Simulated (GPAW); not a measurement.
Crystal: CuI (Marshite).

```xyz
2
Lattice="0.0000 3.0315 3.0315 3.0315 0.0000 3.0315 3.0315 3.0315 0.0000" Properties=species:S:1:pos:R:3 pbc="T T T"
I     0.0000    0.0000    0.0000
Cu    4.5473    4.5473    4.5473
```

Base run:

* Program: GPAW 26.7.0
* Functional: optB88-vdW
* Potentials or basis: GPAW PAW data sets (gpaw-data 1.2.1)
* Cutoff: 600 eV
* Basis: pw
* k mesh: 6 × 6 × 6
* Occupations: fermi-dirac, width 0.05 eV
* Spin: spin-orbit coupling, no magnetisation

Its results: band gap on the k mesh 1.00 eV, direct.

The run is repeated on the same cell with these changes: functional from optB88-vdW to BEEF-vdW. What comes out?

Band gap on the k mesh 1.17 eV, direct.

Caveats: spin-orbit coupling was added after a scalar SCF, so levels and gaps hold it while energy, forces, pressure and moments don't; this program's spin-orbit splittings come out too wide for heavy elements.
